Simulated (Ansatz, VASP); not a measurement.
## Ba in VASP and in Ansatz

```xyz
2
Lattice="4.4910 0.0000 0.0000 -2.2455 3.8893 0.0000 0.0000 0.0000 7.3487" Properties=species:S:1:pos:R:3 pbc="T T T"
Ba    0.0000    2.5929    1.8372
Ba    2.2455    1.2964    5.5115
```

Alike in both runs: task single point; functional BLYP; k mesh 9 × 9 × 5; occupations fermi-dirac, width 0.1 eV; no spin polarisation.

|  | VASP | Ansatz |
| --- | --- | --- |
| version | VASP 6.6.1 | Ansatz 0.2.0 |
| potentials or method | VASP PAW PBE potentials, release 64 (Ba_sv) | plane waves (420 eV) with PAW, scalar-relativistic |
| plane-wave cutoff (eV) | 520 | 420 |
| valence electrons in the cell | 20 | 20 |

```csv
,VASP,Ansatz,Ansatz less VASP
pressure (GPa),0.4,0.4,-0.05
```

Caveats: the PAW data sets were made with another functional, which shifts forces and pressure a little (VASP). Spin-orbit coupling is left out, which matters for the levels of Ba.
